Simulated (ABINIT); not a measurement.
# C (Fd-3m) in ABINIT: settings compared

Aim: see how the results for C move with the level of theory and the settings. Levels: r2SCAN, rSCAN, AM05. Tasks: band structure, equation of state.

Everything below comes from runs of ABINIT 10.8.3 (patched build). Logs are shortened: lines on timing, memory, paths and dates and some standing lists are left out, and cuts for length are marked. The log counts tension as positive stress, the text compression.

**Measured values to compare with.**

“Equation of state of cubic boron nitride at high pressures and temperatures”, 2007, arxiv:cond-mat/0702656 quotes, for a bulk crystal of C: bulk modulus 442 ± 5 GPa.

The results are compared with them further down.

## Step 1: Starting point

It takes space group Fd-3m (No. 227, cubic). The conventional cell has a = 3.567 Å, b = 3.567 Å, c = 3.567 Å, α = 90.00°, β = 90.00°, γ = 90.00°. Around C (site symmetry -43m) lie 4 C at 1.54 Å.

This isn't the form of C at room conditions, which is graphite.

## Step 2: Band structure, r2SCAN

File run.abi:

```
# Datasets: ground state, then fixed potential
ndtset 2

# Pseudopotentials
pp_dirpath "./"
pseudos "C.LDA_PW-JTH.xml"

# Structure
acell 3*1.0 Angstrom
rprim
     0.0000000000     1.7833700000     1.7833700000
     1.7833700000     0.0000000000     1.7833700000
     1.7833700000     1.7833700000     0.0000000000
ntypat 1
znucl 6
natom 2
typat 1 1
xred
     0.7500000000     0.7500000000     0.7500000000
     0.5000000000     0.5000000000     0.5000000000

# Plane-wave basis
ecut 653.073270 eV
pawecutdg 46.0

# Exchange and correlation
ixc -497498
usekden 1
pawxcdev 0

# Bands and occupations
occopt 3
tsmear 0.00183747

# SCF cycle
nstep 100

# Output
iomode 3
prtwf 0
prteig 0
prtebands 0
enunit 1
prtden1 1
prtkden1 1
prtvha1 1
prtvclmb1 1
prtpot1 1

# Dataset 1
kptopt1 1
ngkpt1 13 13 13
nshiftk1 1
shiftk1 0.0 0.0 0.0
nband1 8
tolvrs1 1.0e-8

# Dataset 2: bands along G-X-W-K-G-L-U-W-L-K
iscf2 -2
getden2 1
getkden2 1
nband2 12
nbdbuf2 2
tolwfr2 1.0e-12
kptopt2 -9
ndivsm2 6
prteig2 1
prtvol2 -3
kptbounds2
     0.0000000000     0.0000000000     0.0000000000
     0.5000000000     0.0000000000     0.5000000000
     0.5000000000     0.2500000000     0.7500000000
     0.3750000000     0.3750000000     0.7500000000
     0.0000000000     0.0000000000     0.0000000000
     0.5000000000     0.5000000000     0.5000000000
     0.6250000000     0.2500000000     0.6250000000
     0.5000000000     0.2500000000     0.7500000000
     0.5000000000     0.5000000000     0.5000000000
     0.3750000000     0.3750000000     0.7500000000
```

Potentials or basis: JTH PAW LDA v2.0.

Run with:

```
> abinit run.abi > log 2>&1
```

run.abo:

```text
.Version 10.8.3 of ABINIT
 DATASET    1 : space group Fd -3 m (#227); Bravais cF (face-center cubic)
================================================================================
 Values of the parameters that define the memory need for DATASET  1.
     intxc =       0    ionmov =       0      iscf =      17    lmnmax =       8
     lnmax =       4     mgfft =      24  mpssoang =       2    mqgrid =    3001
     natom =       2  nloc_mem =       2    nspden =       1   nspinor =       1
    nsppol =       1      nsym =      48    n1xccc =       1    ntypat =       1
    occopt =       3   xclevel =       2
       mpw =         444          nfft =       13824          nkpt =          84
 PAW method is used; the additional fine FFT grid is defined by:
   mgfftf=        30    nfftf =     27000
================================================================================
================================================================================

 DATASET    2 : space group Fd -3 m (#227); Bravais cF (face-center cubic)
================================================================================
 Values of the parameters that define the memory need for DATASET  2.
     intxc =       0    ionmov =       0      iscf =      -2    lmnmax =       8
     lnmax =       4     mgfft =      24  mpssoang =       2    mqgrid =    3001
     natom =       2  nloc_mem =       2    nspden =       1   nspinor =       1
    nsppol =       1      nsym =      48    n1xccc =       1    ntypat =       1
    occopt =       3   xclevel =       2
       mpw =         445          nfft =       13824          nkpt =         103
 PAW method is used; the additional fine FFT grid is defined by:
   mgfftf=        30    nfftf =     27000
================================================================================
================================================================================

--------------------------------------------------------------------------------
------------- Echo of variables that govern the present computation ------------
--------------------------------------------------------------------------------
 -outvars: echo values of preprocessed input variables --------
            acell      1.8897261259E+00  1.8897261259E+00  1.8897261259E+00 Bohr
              amu      1.20110000E+01
             ecut      2.40000000E+01 Hartree
           enunit           1
           getden1          0
           getden2          1
          getkden1          0
          getkden2          1
             iscf1         17
             iscf2         -2
              ixc     -497498
           jdtset        1    2
           kptopt1          1
           kptopt2         -9
         kptrlatt       13    0    0      0   13    0      0    0   13
          kptrlen1     6.19581831E+01
          kptrlen2     3.00000000E+01
            natom           2
            nband1          8
            nband2         12
           nbdbuf1          0
           nbdbuf2          2
           ndtset           2
           ndivsm1          0
           ndivsm2          6
            ngfft          24      24      24
          ngfftdg          30      30      30
             nkpt1         84
             nkpt2        103
            nstep         100
             nsym          48
           ntypat           1
           occopt           3
        pawecutdg      4.60000000E+01 Hartree
         pawxcdev           0
        prtebands           0
           prteig1          0
           prteig2          1
          prtkden           1
           prtpot1          1
           prtpot2          0
         prtvclmb1          1
         prtvclmb2          0
           prtvha1          1
           prtvha2          0
           prtvol1          0
           prtvol2         -3
            prtwf           0
[... 263 lines left out ...]
 Non-SCF case, kpt    1 (  0.00000  0.00000  0.00000), residuals and eigenvalues=
  7.80E-13  3.45E-13  3.10E-13  2.18E-13  5.63E-13  6.79E-14  5.71E-14  2.34E-13
  5.66E-13  5.12E-13  2.12E-08  2.76E-13
 -4.5903E-01  3.7392E-01  3.7392E-01  3.7392E-01  5.8966E-01  5.8966E-01
  5.8966E-01  8.8028E-01  1.1211E+00  1.3827E+00  1.3827E+00  1.4355E+00
 Non-SCF case, kpt    2 (  0.02941  0.00000  0.02941), residuals and eigenvalues=
  6.56E-13  6.16E-13  3.97E-13  2.43E-14  5.78E-13  7.51E-13  1.06E-13  2.48E-13
  8.09E-13  5.81E-13  2.26E-09  1.78E-11
 -4.5780E-01  3.6867E-01  3.6867E-01  3.7073E-01  5.8864E-01  5.9601E-01
  5.9601E-01  8.8148E-01  1.1234E+00  1.3387E+00  1.3842E+00  1.4383E+00
 Non-SCF case, kpt    3 (  0.05882  0.00000  0.05882), residuals and eigenvalues=
[... 490 lines left out ...]
  1.12E-13  9.93E-14  2.82E-13  1.28E-13  2.63E-14  3.12E-13  3.34E-13  9.48E-14
  4.24E-13  2.04E-13  3.76E-13  1.63E-08
 -1.6645E-01 -7.8935E-02  3.9560E-02  1.8427E-01  6.1049E-01  8.6095E-01
  8.8810E-01  9.3945E-01  1.0782E+00  1.3296E+00  1.3301E+00  1.6466E+00
 Non-SCF case, kpt  102 (  0.38750  0.38750  0.72500), residuals and eigenvalues=
  9.80E-13  8.20E-13  6.51E-14  2.18E-13  8.69E-13  4.61E-14  4.68E-13  8.48E-14
  1.59E-13  9.62E-13  7.91E-13  9.44E-09
 -1.4896E-01 -7.6422E-02  1.8883E-02  1.7443E-01  6.0061E-01  8.2497E-01
  9.1368E-01  9.6679E-01  1.0816E+00  1.3282E+00  1.3430E+00  1.6811E+00
 Non-SCF case, kpt  103 (  0.37500  0.37500  0.75000), residuals and eigenvalues=
  7.92E-14  2.48E-13  8.65E-14  1.31E-13  8.48E-14  2.47E-13  9.15E-13  3.73E-13
  2.19E-13  2.02E-13  2.60E-13  7.97E-09
 -1.3492E-01 -8.4158E-02  1.6868E-02  1.6647E-01  5.9272E-01  7.8945E-01
  9.3340E-01  9.8151E-01  1.0985E+00  1.3235E+00  1.3655E+00  1.6932E+00

Result for kinetic energy density :

--------------------------------------------------------------------------------
 Total kinetic energy density [Ha/Bohr^3]
)     Maximum=    8.2097E-01  at reduced coord.    0.5000    0.5000    0.5000
)     Minimum=    1.6208E-02  at reduced coord.    0.0000    0.0000    0.0000
   Integrated=    6.8899E+00
--------------------------------------------------------------------------------

--- !ResultsGS
iteration_state: {dtset: 2, }
comment   : Summary of ground state results
lattice_vectors:
- [  0.0000000,   3.3700809,   3.3700809, ]
- [  3.3700809,   0.0000000,   3.3700809, ]
- [  3.3700809,   3.3700809,   0.0000000, ]
lattice_lengths: [   4.76601,    4.76601,    4.76601, ]
lattice_angles: [ 60.000,  60.000,  60.000, ] # degrees, (23, 13, 12)
lattice_volume:   7.6551017E+01
convergence: {deltae:  0.000E+00, res2:  0.000E+00, residm:  9.964E-13, diffor:  0.000E+00, }
etotal    :  -1.11454631E+01
entropy   :   0.00000000E+00
fermie    :   4.82263741E-01
cartesian_stress_tensor: null
pressure_GPa: null
xred      :
- [  7.5000E-01,   7.5000E-01,   7.5000E-01,  C]
- [  5.0000E-01,   5.0000E-01,   5.0000E-01,  C]
cartesian_forces: null
force_length_stats: {min: null, max: null, mean: null, }
...

 Integrated electronic density in atomic spheres:
 ------------------------------------------------
 Atom  Sphere_radius  Integrated_density
    1        1.50737          2.65479943
    2        1.50737          2.67569708

================================================================================

 ----iterations are completed or convergence reached----

 Mean square residual over all n,k,spin=   32.715E-14; max=  99.640E-14
 reduced coordinates (array xred) for    2 atoms
       0.750000000000      0.750000000000      0.750000000000
       0.500000000000      0.500000000000      0.500000000000

 cartesian coordinates (angstrom) at end:
    1      2.67505500000000     2.67505500000000     2.67505500000000
    2      1.78337000000000     1.78337000000000     1.78337000000000
 length scales=  1.889726125908  1.889726125908  1.889726125908 bohr
              =  1.000000000000  1.000000000000  1.000000000000 angstroms
 Eigenvalues (   eV  ) for nkpt= 103  k points:
 kpt#   1, nband= 12, wtk=  1.00000, kpt=  0.0000  0.0000  0.0000 (reduced coord)
 -12.49086   10.17475   10.17475   10.17475   16.04543   16.04543   16.04543   23.95366
  30.50740   37.62439   37.62439   39.06147
 kpt#   2, nband= 12, wtk=  1.00000, kpt=  0.0294  0.0000  0.0294 (reduced coord)
 -12.45742   10.03215   10.03215   10.08810   16.01781   16.21828   16.21828   23.98632
  30.56945   36.42839   37.66684   39.13936
 kpt#   3, nband= 12, wtk=  1.00000, kpt=  0.0588  0.0000  0.0588 (reduced coord)
 -12.35739    9.64919    9.64919    9.83370   15.93692   16.69116   16.69116   24.06441
  30.75111   34.77799   37.79422   39.37273
 kpt#   4, nband= 12, wtk=  1.00000, kpt=  0.0882  0.0000  0.0882 (reduced coord)
 -12.19052    9.11607    9.11607    9.42638   15.81120   17.37386   17.37386   24.12699
  31.04255   33.25629   38.00652   39.76058
 kpt#   5, nband= 12, wtk=  1.00000, kpt=  0.1176  0.0000  0.1176 (reduced coord)
 -11.95742    8.50948    8.50948    8.88602   15.65046   18.18722   18.18722   24.07219
  31.42612   32.01492   38.30373   40.30079
 kpt#   6, nband= 12, wtk=  1.00000, kpt=  0.1471  0.0000  0.1471 (reduced coord)
 -11.65842    7.87932    7.87932    8.23347   15.46676   19.08005   19.08005   23.78041
[... 278 lines left out ...]
  -5.38804   -2.74649    2.94334    5.66803   17.29694   22.48532   23.46862   25.34829
  29.88915   36.07554   36.12147   41.95721
 kpt# 100, nband= 12, wtk=  1.00000, kpt=  0.4125  0.4125  0.6750 (reduced coord)
  -4.98288   -2.42060    1.94926    5.32517   16.93259   23.35497   24.20645   24.78437
  29.51353   36.03646   36.18144   43.44628
 kpt# 101, nband= 12, wtk=  1.00000, kpt=  0.4000  0.4000  0.7000 (reduced coord)
  -4.52940   -2.14794    1.07649    5.01417   16.61221   23.42766   24.16637   25.56370
  29.33862   36.18006   36.19348   44.80503
 kpt# 102, nband= 12, wtk=  1.00000, kpt=  0.3875  0.3875  0.7250 (reduced coord)
  -4.05333   -2.07955    0.51383    4.74635   16.34335   22.44857   24.86259   26.30776
  29.43290   36.14199   36.54621   45.74502
 kpt# 103, nband= 12, wtk=  1.00000, kpt=  0.3750  0.3750  0.7500 (reduced coord)
  -3.67141   -2.29006    0.45901    4.52990   16.12866   21.48206   25.39899   26.70827
  29.89122   36.01471   37.15682   46.07425

== END DATASET(S) ==============================================================
================================================================================

 -outvars: echo values of variables after computation  --------
            acell      1.8897261259E+00  1.8897261259E+00  1.8897261259E+00 Bohr
           etotal1    -1.1145463100E+01
            fcart1    -1.0227012369E-26  4.2578492270E-43 -1.0227012369E-26
                       1.0227012369E-26 -4.2578492270E-43  1.0227012369E-26
            rprim      0.0000000000E+00  1.7833700000E+00  1.7833700000E+00
                       1.7833700000E+00  0.0000000000E+00  1.7833700000E+00
                       1.7833700000E+00  1.7833700000E+00  0.0000000000E+00
           strten1    -7.7241885454E-06 -7.7241885454E-06 -7.7241885454E-06
                       0.0000000000E+00  0.0000000000E+00  0.0000000000E+00
           xangst      2.6750550000E+00  2.6750550000E+00  2.6750550000E+00
                       1.7833700000E+00  1.7833700000E+00  1.7833700000E+00
             xred      7.5000000000E-01  7.5000000000E-01  7.5000000000E-01
                       5.0000000000E-01  5.0000000000E-01  5.0000000000E-01
 Calculation completed.
```

It took 45 s on 1 thread of Arm Neoverse V2, shared host; peak memory 0.1 GiB.

Results:

* Free energy: -303.2835 eV
* Pressure: 0.2 GPa
* Band gap on the k mesh: 4.33 eV, indirect (least direct gap 5.87 eV)
* Band gap along the path: 4.32 eV, indirect (least direct gap 5.87 eV)

Levels at the corners of the path, in eV from the valence-band top:
```csv
point,band 1,band 2,band 3,band 4,band 5,band 6,band 7,band 8
Γ,-22.67,0.00,0.00,0.00,5.87,5.87,5.87,13.78
X,-13.56,-13.56,-6.62,-6.62,4.98,4.99,17.88,17.88
W,-12.78,-12.78,-8.69,-8.69,11.25,11.25,12.91,12.91
K,-13.85,-12.46,-9.72,-5.64,5.95,11.31,15.22,16.53
Γ,-22.67,0.00,0.00,0.00,5.87,5.87,5.87,13.78
L,-16.71,-14.02,-2.96,-2.96,8.90,8.90,9.10,16.70
U,-13.85,-12.46,-9.72,-5.64,5.95,11.31,15.22,16.53
W,-12.78,-12.78,-8.69,-8.69,11.25,11.25,12.91,12.91
L,-16.71,-14.02,-2.96,-2.96,8.90,8.90,9.10,16.70
K,-13.85,-12.46,-9.72,-5.64,5.95,11.31,15.22,16.53
```

Caveat: totals of a meta-GGA on PAW files have another zero than those of a GGA; the PAW data sets were made with another functional, which shifts forces and pressure a little; the atomic spheres overlap.

## Step 3: Band structure, rSCAN

File run.abi:

```
ndtset 2

pp_dirpath "./"
pseudos "C_ONCV_PBE-1.2.upf"

acell 4.7660140852 4.7660140852 4.7660140852
rprim
     0.0000000000     0.7071067812     0.7071067812
     0.7071067812     0.0000000000     0.7071067812
     0.7071067812     0.7071067812     0.0000000000
ntypat 1
znucl 6
natom 2
typat 1 1
xred
     0.7500000000     0.7500000000     0.7500000000
     0.5000000000     0.5000000000     0.5000000000

ecut 49.0

ixc -493494
usekden 1

occopt 3
tsmear 0.00183747

nstep 100

iomode 3
prtwf 0
prteig 0
prtebands 0
enunit 1
prtden1 1
prtkden1 1

kptopt1 1
ngkpt1 13 13 13
nshiftk1 1
shiftk1 0.0 0.0 0.0
nband1 8
tolvrs1 1.0e-9

iscf2 -2
getden2 1
getkden2 1
nband2 12
nbdbuf2 2
tolwfr2 1.0e-12
kptopt2 -9
ndivsm2 6
prteig2 1
prtvol2 -3
kptbounds2
     0.0000000000     0.0000000000     0.0000000000
     0.5000000000     0.0000000000     0.5000000000
     0.5000000000     0.2500000000     0.7500000000
     0.3750000000     0.3750000000     0.7500000000
     0.0000000000     0.0000000000     0.0000000000
     0.5000000000     0.5000000000     0.5000000000
     0.6250000000     0.2500000000     0.6250000000
     0.5000000000     0.2500000000     0.7500000000
     0.5000000000     0.5000000000     0.5000000000
     0.3750000000     0.3750000000     0.7500000000
```

Potentials or basis: SG15 NC PBE v1.2.

Run with:

```
> abinit run.abi > log 2>&1
```

It took 1.8 min on 1 thread of Arm Neoverse V2, shared host; peak memory 0.1 GiB.

It converged, with:

| Quantity | Value |
| --- | --- |
| Free energy | -309.9118 eV |
| Pressure | -3.2 GPa |
| Band gap on the k mesh | 4.30 eV, indirect (least direct gap 5.84 eV) |
| Band gap along the path | 4.28 eV, indirect (least direct gap 5.84 eV) |
| All electrons inside the program's atomic spheres | C 4.72 (radii [1.0584] Å) |

Levels at the corners of the path, in eV from the valence-band top:
```tsv
point	band 1	band 2	band 3	band 4	band 5	band 6	band 7	band 8
Γ	-22.76	0.00	0.00	0.00	5.84	5.84	5.84	13.44
X	-13.67	-13.67	-6.66	-6.66	4.96	4.96	17.86	17.86
W	-12.91	-12.91	-8.70	-8.70	11.29	11.29	12.80	12.80
K	-13.98	-12.57	-9.73	-5.67	5.93	11.28	15.21	16.46
Γ	-22.76	0.00	0.00	0.00	5.84	5.84	5.84	13.44
L	-16.85	-14.06	-2.98	-2.98	8.89	8.89	8.91	16.72
U	-13.98	-12.57	-9.73	-5.67	5.93	11.28	15.21	16.46
W	-12.91	-12.91	-8.70	-8.70	11.29	11.29	12.80	12.80
L	-16.85	-14.06	-2.98	-2.98	8.89	8.89	8.91	16.72
K	-13.98	-12.57	-9.73	-5.67	5.93	11.28	15.21	16.46
```

Caveat: the potentials were made for another functional, which shifts forces and pressure.

(Part 1 of 2 ends here.)
